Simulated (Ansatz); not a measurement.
# BaTiO3 (P1) in Ansatz: notebook

Aim: see how the results for BaTiO3 move with the level of theory and the settings. Levels: r2SCAN+rVV10, PBE. Tasks: relaxation of cell and atoms, single point.

All numbers are computed with Ansatz 0.2.0; they aren't measurements. Logs are shortened: lines on timing, memory, paths and dates and some standing lists are left out, and cuts for length are marked.

### Step 1. Starting point

The typed cell holds 10 atoms: a = 4.000 Å, b = 4.000 Å, c = 8.036 Å, α = 90.00°, β = 90.00°, γ = 90.00°.

### Step 2. Relaxation of cell and atoms, r2SCAN+rVV10

input.yaml

```yaml
crystal:
  lattice:
    - [3.9998, 0.0, 0.0]
    - [0.0, 3.9998, 0.0]
    - [0.0, 0.0, 8.036]
  atoms:
    - { symbol: Ba, position: [0.99933387, 0.00148967, 0.00205798] }
    - { symbol: Ba, position: [0.00066613, 0.99851033, 0.49794202] }
    - { symbol: Ti, position: [0.48935347, 0.49786156, 0.23992239] }
    - { symbol: Ti, position: [0.51064653, 0.50213844, 0.74207761] }
    - { symbol: O, position: [0.50279005, 0.50209599, 0.01077264] }
    - { symbol: O, position: [0.49720995, 0.49790401, 0.50522736] }
    - { symbol: O, position: [0.50567457, 0.00167772, 0.25809841] }
    - { symbol: O, position: [0.49432543, 0.99832228, 0.75690159] }
    - { symbol: O, position: [0.00776503, 0.499712, 0.26264036] }
    - { symbol: O, position: [0.99223497, 0.500288, 0.75235964] }
hamiltonian:
  xc: r2scan
  pseudopotentials: { kind: paw }
  dispersion: rvv10
kpoints:
  mp_grid: { grid: [7, 7, 4] }
scf:
  occupations: { method: fermi_dirac, width: 0.05 }
output:
  forces: true
  stress: true
  eigenvalues: true
  write_density: true
  write_potential: true
  elf: true
  volumetric_format: npy
relax:
  f_tol: 0.01
  max_steps: 40
  cell: { stress_tol: 0.05 }
```

Potentials or basis: Ansatz PAW.

Launch:

```sh
ansatz run input.yaml --threads 4 --pin off --max-ram 11264MiB --backend cpu --events-out ev --progress --plain --runs-dir out
```

What it wrote:

```text
Warning: RAYON_NUM_THREADS=4 ignored (pool sized by the plan → 4); use --threads N
Engine: ansatz 0.2.0, aarch64-unknown-linux-gnu
Pseudopotentials: kind: paw
Pseudopotential: Ba, paw, valence charge 10, recommended cutoff 500 eV (meta_gga), Ba.paw.azcp
Pseudopotential: Ti, paw, valence charge 12, recommended cutoff 500 eV (meta_gga), Ti.paw.azcp
Pseudopotential: O, paw, valence charge 6, recommended cutoff 500 eV (meta_gga), O.paw.azcp
Functional definition: r2SCAN+rVV10
  parameter k0 = 0.174
  parameter k1 = 0.065
  parameter a1 = 4.9479
  exchange = r2scan_x(k0 = k0, k1 = k1, a1 = a1)
  correlation = r2scan_c + rvv10(11.95, 0.0093)
Crystal: 10 atoms, lattice volume = 128.563 Å³
Basis set: ecut = 500 eV, 3285 PW (Γ), exchange–correlation on 144×144×288 points (64 copies of the dense FFT grid, shifted against one another)
Bands: 50, of which v1, the nominal top of the filled ones, is band 40 counted from 1 (39 counted from 0)
Symmetry: 1 space group operations
Space group: P1 (ITA 1), of the structure as read, at distance tolerance 5.0e-5 Å
k-points: 99 of 196 (time reversal used)
Non-local potential: Ba, projectors of the file, l = 0: 3, l = 1: 2, l = 2: 2, l = 3: 2
Non-local potential: Ti, projectors of the file, l = 0: 3, l = 1: 2, l = 2: 3, l = 3: 1
Non-local potential: O, projectors of the file, l = 0: 2, l = 1: 2, l = 2: 1
PAW form: soft (Blöchl's): semilocal exchange-correlation on the pseudo side does not see the compensation charge
rVV10 density: all electrons in the spheres
PAW frozen core: Ba, regenerated for the run's functional (the file was generated under x = pbe(κ = 0.804, μ = 0.2195149727645171), c = pbe(β = 0.06672455060314922))
PAW frozen core: Ti, regenerated for the run's functional (the file was generated under x = pbe(κ = 0.804, μ = 0.2195149727645171), c = pbe(β = 0.06672455060314922))
PAW frozen core: O, regenerated for the run's functional (the file was generated under x = pbe(κ = 0.804, μ = 0.2195149727645171), c = pbe(β = 0.06672455060314922))
PAW one-centre angular grid: Ba, 302 points (default); XC on 160 Gauss nodes
PAW one-centre angular grid: Ti, 590 points (default); XC on 160 Gauss nodes
PAW one-centre angular grid: O, 302 points (default); XC on 160 Gauss nodes
Initial density: superposition of atomic densities (neutral atoms: chi_scale 0, normalization atom), corrected by the library's trained network
Initial wavefunctions: pseudopotential atomic-orbital guess
Functional: x = r2scan, c = r2scan + rvv10(b = 11.95, C = 0.0093); τ floored in thin density (d = 2e-4 eV/Å³)
SCF iter   1: F=—  HF=-20360.235107 eV  |F-HF|=—  |Δ(HF+E_count)|=         —  Δρ=2.01e-2  dr2=6.69e-1  dr2_τ=4.57e-1  ethr=1.77e-3  ⟨swp⟩=7.2  Hψ=21373  notcnv=0  defer=2
preconditioner: auto → Resta (q_TF=auto, 2.521 Å⁻¹)  ε∞=5.1  [insulator: Δε(μ)=2.875 eV  Ē_g=12.997 eV  σ=0.050 eV  W_gap=1.00  n_scr=38 (ndim 8)  ℏωp=26.2 eV  f_vac=0.000  D(μ)=0.00/eV (n_scr^D=0)  ε∞_Penn≈5.1]
SCF iter   2: F=—  HF=-20360.448620 eV  |F-HF|=—  |Δ(HF+E_count)|=   2.14e-1  Δρ=1.04e-2  dr2=8.29e-2  dr2_τ=3.47e-2  ethr=8.37e-4  ⟨swp⟩=3.4  Hψ=10894  notcnv=0  defer=262
SCF iter   3: F=—  HF=-20360.437109 eV  |F-HF|=—  |Δ(HF+E_count)|=   1.15e-2  Δρ=3.43e-3  dr2=1.09e-2  dr2_τ=8.12e-4  ethr=1.04e-4  ⟨swp⟩=2.0  Hψ=7355  notcnv=0  defer=262
SCF iter   4: F=—  HF=-20360.435164 eV  |F-HF|=—  |Δ(HF+E_count)|=   1.94e-3  Δρ=1.49e-3  dr2=1.98e-3  dr2_τ=3.45e-4  ethr=1.36e-5  ⟨swp⟩=2.0  Hψ=8584  notcnv=0  defer=262
SCF iter   5: F=—  HF=-20360.434915 eV  |F-HF|=—  |Δ(HF+E_count)|=   2.49e-4  Δρ=4.83e-4  dr2=2.68e-4  dr2_τ=3.72e-5  ethr=2.47e-6  ⟨swp⟩=2.0  Hψ=7001  notcnv=0  defer=262
SCF iter   6: F=—  HF=-20360.434886 eV  |F-HF|=—  |Δ(HF+E_count)|=   2.94e-5  Δρ=1.45e-4  dr2=1.74e-5  dr2_τ=3.46e-6  ethr=3.35e-7  ⟨swp⟩=2.0  Hψ=6629  notcnv=0  defer=262
SCF iter   7: F=—  HF=-20360.434892 eV  |F-HF|=—  |Δ(HF+E_count)|=   6.55e-6  Δρ=5.61e-5  dr2=3.50e-6  dr2_τ=3.91e-7  ethr=2.18e-8  ⟨swp⟩=2.0  Hψ=8108  notcnv=0  defer=262
SCF iter   8: F=—  HF=-20360.434892 eV  |F-HF|=—  |Δ(HF+E_count)|=   1.78e-7  Δρ=1.99e-5  dr2=4.01e-7  dr2_τ=6.34e-8  ethr=4.37e-9  ⟨swp⟩=2.0  Hψ=7433  notcnv=0  defer=262
SCF iter   9: F=-20360.434893 eV  HF=-20360.434893 eV  |F-HF|=5.65e-8  |Δ(HF+E_count)|=   8.89e-8  Δρ=7.65e-6  dr2=7.68e-8  dr2_τ=6.20e-9  ethr=1.25e-10  ⟨swp⟩=14.5  Hψ=35493  notcnv=0
SCF 1 converged in 9 iterations: F = -20360.434893 eV  dr2 = 7.68e-8
[... 93 lines left out ...]
SCF iter   4: F=-20360.510963 eV  HF=-20360.510963 eV  |F-HF|=2.18e-11  |Δ(HF+E_count)|=   1.42e-9  Δρ=4.09e-7  dr2=9.19e-11  dr2_τ=3.04e-11  ethr=1.00e-12  ⟨swp⟩=6.4  Hψ=30327  notcnv=0
SCF 7 converged in 4 iterations: F = -20360.510963 eV  dr2 = 9.19e-11
relax step   7: F+E_penalty+E_count = -20360.51096273 eV  Δ(F+E_penalty+E_count) = +1.320e-4 eV  max|allowed force component| = 1.922e-3 eV/Å  Δτ_max = 0.0000 Å  P = -0.004 GPa  Ω = 128.222 Å³  stress off target by 4.01e-2 GPa  SCF on the basis re-selected at this cell (its energy is not comparable with the rows above)  (4 SCF iters)
basis re-selected at this cell: Δ(F+E_penalty+E_count) = +1.320e-4 eV, ΔP = +0.003 GPa vs the last step (what re-selecting the basis moved, of the pressure what is left beyond the Pulay correction that the steps carried, after the strain that the cell walked since its last selection, with what the two solves' SCF thresholds leave and, on support functions, any second-order correction that the steps lacked; it is no measure of the basis error at this ecutwfc). This SCF's stress stands 4.01e-2 GPa from its target on what of the cell is left free (relax.cell.stress_tol is 5.00e-2 GPa) and its largest allowed force component is 1.92e-3 eV/Å (relax.f_tol is 1.00e-2 eV/Å): within both
SCF converged after 4 iterations
Free energy (F): -20360.510963 eV
Harris-Foulkes:  -20360.510963 eV  (|F-HF|=2.18e-11)
Internal energy: -20360.510963 eV  (E = F + TS)
E sigma→0 (E₀):  -20360.510963 eV
Fermi energy:    11.277526 eV
--- Per-component energies (eV) ---
  E_band       = -346.926431
  E_kinetic    = 1948.880756
  E_local      = -4219.654988  (includes V_loc(G=0)·N_el)
  E_nonlocal   = 399.144612
  E_hartree    = 1650.609538
  E_xc         = -943.787984
  E_vxc        = -1207.719210  (∫ρ·V_xc dr)
  E_paw        = -13570.296926  (= ΣΔE_a)
  E_vpaw       = -642.350077  (= ΣTr[D̂ρ^β])
  E_aug_tail   = 0.004625  (compensation charges beyond the density's cutoff)
  E_vtau       = 73.548896  (kinetic-family band-sum trace: ∫τ·v_τ [+ j·A + Jᵃ·Aᵃ] dr)
  E_ewald      = -5624.852867
  E_core_change = -0.557728  (= ΣΔE_core)
  E_smearing   = -0.000000  (= −TS)
  E_closure    = -0.000000  (closes the sum)
  Σ components = -20360.510963   (vs F -20360.510963, Δ=0.00e0)
--- Forces (eV/Å), atoms counted from 1 ---
  atom   1  Ba    -0.00024189    -0.00027698     0.00102891
  atom   2  Ba     0.00022626     0.00044671     0.00181049
  atom   3  Ti    -0.00019738     0.00068113    -0.00075243
  atom   4  Ti     0.00032944    -0.00040203     0.00192107
  atom   5  O      0.00118398     0.00010075    -0.00190396
  atom   6  O     -0.00149788    -0.00021294    -0.00131684
  atom   7  O     -0.00130392     0.00016092    -0.00018849
  atom   8  O      0.00106215    -0.00036945    -0.00065538
  atom   9  O      0.00048551    -0.00103748     0.00031865
  atom  10  O     -0.00004657     0.00090947    -0.00026916
  max |Σ_I F_I| component: 7.13e-6 eV/Å
--- Stress (GPa, compression-positive) ---
       -0.033494      -0.013989       0.001152
       -0.013989      -0.010163       0.000057
        0.001152       0.000057       0.032048
  P = ⅓ Tr σ = -0.0039 GPa (-0.039 kbar)
--- Band table (eV; the first three rows and the last of 99) ---
  k-point 0: bands = ["-48.6011", "-48.6002", "-23.8730", "-23.8214", "-23.7709", "-23.7692", "-23.7690", "-23.7673", "-15.3326", "-15.2065", "-8.0615", "-7.8360", "-7.2395", "-7.1877", "-7.1599", "-6.9650", "-0.1377", "-0.1100", "-0.1084", "0.0505", "0.0548", "0.3009", "5.9463", "7.2248", "7.2300", "7.6508", "7.6905", "7.6916", "8.0309", "8.0341", "8.0654", "8.0784", "8.6268", "8.6692", "8.7998", "9.1730", "9.2614", "9.5805", "9.6151", "9.6213", "12.5316", "12.5819", "12.6926", "12.7437", "14.1092", "14.1172", "14.6661", "14.6789", "14.7091", "15.5233"]
  k-point 1: bands = ["-48.6010", "-48.6003", "-23.8655", "-23.8290", "-23.7706", "-23.7693", "-23.7689", "-23.7676", "-15.3146", "-15.2255", "-8.0126", "-7.8438", "-7.2296", "-7.1836", "-7.1640", "-7.0263", "-0.0875", "-0.0860", "-0.0751", "0.0262", "0.0318", "0.2374", "6.1817", "7.3021", "7.3157", "7.3977", "7.6440", "7.6456", "8.0726", "8.1058", "8.1065", "8.2415", "8.5049", "8.5527", "8.6906", "9.2260", "9.3080", "9.3097", "9.5160", "9.5650", "12.5493", "12.6222", "12.9169", "12.9201", "13.9134", "13.9182", "14.6700", "14.6779", "15.0895", "15.7994"]
  k-point 2: bands = ["-48.6008", "-48.6005", "-23.8475", "-23.8471", "-23.7701", "-23.7698", "-23.7684", "-23.7682", "-15.2706", "-15.2704", "-7.9086", "-7.9085", "-7.1739", "-7.1738", "-7.1532", "-7.1524", "-0.0332", "-0.0329", "-0.0310", "-0.0307", "0.0856", "0.0857", "6.7687", "6.7695", "7.5014", "7.5014", "7.5030", "7.5030", "8.1687", "8.1692", "8.2440", "8.2447", "8.4853", "8.4855", "8.7296", "8.7298", "9.3670", "9.3671", "9.4319", "9.4320", "12.5913", "12.5915", "13.4249", "13.4253", "13.4328", "13.4333", "14.6749", "14.6751", "15.8377", "15.8383"]
  k-point 98: bands = ["-48.5998", "-48.5992", "-23.8616", "-23.8275", "-23.8267", "-23.8246", "-23.7782", "-23.7768", "-15.1733", "-15.1197", "-7.9026", "-7.5345", "-7.1642", "-7.1509", "-7.0438", "-6.9537", "-0.2800", "-0.2550", "-0.1082", "0.0288", "0.1002", "0.1988", "5.8376", "5.9763", "6.2748", "6.4348", "6.9530", "7.1932", "7.2319", "7.3084", "7.4880", "7.6300", "7.9579", "8.3307", "8.8129", "8.9702", "9.0285", "9.0712", "9.2066", "9.7065", "13.1515", "13.9816", "14.0592", "14.0778", "14.1544", "14.3989", "15.3380", "16.0554", "16.8232", "17.8393"]
--- Relaxed structure (6 steps of the walk, 4 accepted, 1 SCFs on fresh bases) ---
  F+E_penalty+E_count = -20360.51096273 eV   max|allowed force component| = 1.922e-3 eV/Å   (the final SCF, on the basis selected at the relaxed cell)
  cell:  # Å, volume = 128.2221 Å³
    - [3.9842512079622274, 0.002557744540275496, -2.295629813316593e-5]
    - [0.002557744540275496, 3.981947568668224, 3.8211173372455365e-6]
    - [-4.61215090249816e-5, 7.67700858095533e-6, 8.082036328912418]
  atoms:
    - { symbol: Ba, position: [0.9982279420785458, -0.0016946969208114506, -0.001447304844190885] }
    - { symbol: Ba, position: [0.0017781837415105555, 1.0016792782787614, 0.49854014392885265] }
    - { symbol: Ti, position: [0.48763778224719656, 0.48808387211350784, 0.24091239239886203] }
    - { symbol: Ti, position: [0.5123825096860567, 0.5118877298600298, 0.7408941810275673] }
    - { symbol: O, position: [0.4997065230945966, 0.4997599269952612, 0.011843014029659125] }
    - { symbol: O, position: [0.500297266911301, 0.5002519959179633, 0.5118277671312752] }
    - { symbol: O, position: [0.5054930234498586, 0.009017781507108363, 0.2563895801532527] }
    - { symbol: O, position: [0.49450095998454696, 0.9910020970838164, 0.7563833012076336] }
    - { symbol: O, position: [0.00944391285878058, 0.5052126777673579, 0.2563298898558045] }
    - { symbol: O, position: [0.9905318959476062, 0.4947993373970032, 0.7563270351112831] }
```

It took 7.2 min on 4 threads of Arm Neoverse V2, shared host; peak memory 1.2 GiB.

What came out:

```
Free energy                            : -20360.5110 eV
Relaxed volume                         : 12.82 Å³/atom
Relaxed cell                           : a = 3.984 Å, b = 3.982 Å, c = 8.082 Å, α = 90.00°, β = 90.00°, γ = 89.93°
Space group after relaxing (to 0.05 Å) : Cmc2_1 (No. 36)
Energy gained by relaxing              : 7.6 meV/atom
Ionic steps                            : 5
Pressure after relaxing                : 0.0 GPa
Band gap on the k mesh                 : 2.61 eV
```

Forces in eV/Å, atoms in the order of the input:
```
Ba   0.000  0.000  0.001
Ba   0.000  0.000  0.002
Ti   0.000  0.001 -0.001
Ti   0.000  0.000  0.002
O    0.001  0.000 -0.002
O   -0.001  0.000 -0.001
O   -0.001  0.000  0.000
O    0.001  0.000 -0.001
O    0.000 -0.001  0.000
O    0.000  0.001  0.000
```

The path:
```
step  energy change (eV)  largest force (eV/Å)  volume (Å³)
   1              0.0000                1.0181       128.56
   2             -0.0702                0.1520       127.27
   3             -0.0751                0.0621       128.45
   4             -0.0762                0.0024       128.22
   5             -0.0761                0.0022       128.22
```

Final structure:
```cif
data_structure
_symmetry_space_group_name_H-M 'P 1'
_symmetry_Int_Tables_number 1
_cell_length_a 3.9843
_cell_length_b 3.9819
_cell_length_c 8.0820
_cell_angle_alpha 90.000
_cell_angle_beta 90.001
_cell_angle_gamma 89.926
_cell_volume 128.22
loop_
_atom_site_label
_atom_site_type_symbol
_atom_site_fract_x
_atom_site_fract_y
_atom_site_fract_z
_atom_site_occupancy
Ba1 Ba 0.99823 0.99831 0.99855 1
Ba2 Ba 0.00178 0.00168 0.49854 1
Ti1 Ti 0.48764 0.48808 0.24091 1
Ti2 Ti 0.51238 0.51189 0.74089 1
O1 O 0.49971 0.49976 0.01184 1
O2 O 0.50030 0.50025 0.51183 1
O3 O 0.50549 0.00902 0.25639 1
O4 O 0.49450 0.99100 0.75638 1
O5 O 0.00944 0.50521 0.25633 1
O6 O 0.99053 0.49480 0.75633 1
```

Levels at points of the mesh, in eV from the valence-band top:
```tsv
k point	band 38	band 39	band 40	band 41	band 42	band 43
(0.00, 0.00, 0.00)	-0.34	-0.30	-0.30	2.61	2.66	2.77
(0.00, 0.00, -0.50)	-0.55	-0.49	-0.49	2.67	2.67	3.51
```

Caveat: odd divisions of the mesh miss points on the zone boundary, where band edges often lie, so the gap on the mesh can be too wide; the plane-wave basis is chosen anew once the cell has moved, so the energies of steps on either side of that aren't comparable; spin-orbit coupling is left out, which moves the levels of the heavy elements; the PAW data sets come from PBE, with cores solved anew for the run's functional, which leaves a small shift of forces and pressure. r2SCAN opens gaps a little over a GGA but as a rule still falls short of measured ones.

### Step 3. Single point, PBE

Edit input.yaml of step 2 so:

```diff
@@ -17,5 +17,4 @@
 hamiltonian:
-  xc: r2scan
+  xc: pbe
   pseudopotentials: { kind: paw }
-  dispersion: rvv10
 kpoints:
@@ -24,2 +23,4 @@
   occupations: { method: fermi_dirac, width: 0.05 }
+basis:
+  ecutwfc: "350 eV"
 output:
@@ -28,9 +29 @@
   eigenvalues: true
-  write_density: true
-  write_potential: true
-  elf: true
-  volumetric_format: npy
-relax:
-  f_tol: 0.01
-  max_steps: 40
-  cell: { stress_tol: 0.05 }
```

Potentials or basis: Ansatz PAW.

Launch:

```sh
ansatz run input.yaml --threads 4 --pin off --max-ram 11264MiB --backend cpu --events-out ev --progress --plain --runs-dir out
```

Wall time 14 s (4 threads of Arm Neoverse V2, shared host); peak memory 0.63 GiB.

The run converged. Its results:

```yaml
Free_energy: -20318.5649 eV
Pressure: 3.2 GPa
Largest_force: 0.941 eV/Å
Band_gap_on_the_k_mesh: 2.05 eV
```

Forces on the atoms (eV/Å):
```
Ba  -0.020 -0.034 -0.207
Ba   0.015  0.035  0.039
Ti  -0.067 -0.021  0.939
Ti   0.080  0.021 -0.760
O   -0.069 -0.046 -0.300
O    0.098  0.056  0.914
O   -0.025 -0.007 -0.364
O    0.020  0.000  0.062
O    0.078  0.027 -0.595
O   -0.109 -0.031  0.272
```

Stress tensor (GPa, compression positive):
```
3.02 0.02 0.07
0.02 2.42 0.00
0.07 0.00 4.01
```

Levels at points of the mesh, in eV from the valence-band top:
```csv
k point,band 38,band 39,band 40,band 41,band 42,band 43
"(0.00, 0.00, 0.00)",-0.24,-0.23,-0.20,2.05,2.15,2.28
"(0.00, 0.00, -0.50)",-0.47,-0.40,-0.35,2.09,2.13,2.94
```

Caveat: odd divisions of the mesh miss points on the zone boundary, where band edges often lie, so the gap on the mesh can be too wide; the pressure holds a Pulay correction of +6.2 GPa for the finite cutoff; spin-orbit coupling is left out, which moves the levels of the heavy elements; the cutoff lies under the one recommended for these potentials. PBE gaps usually lie below the measured ones, often by a third to a half.
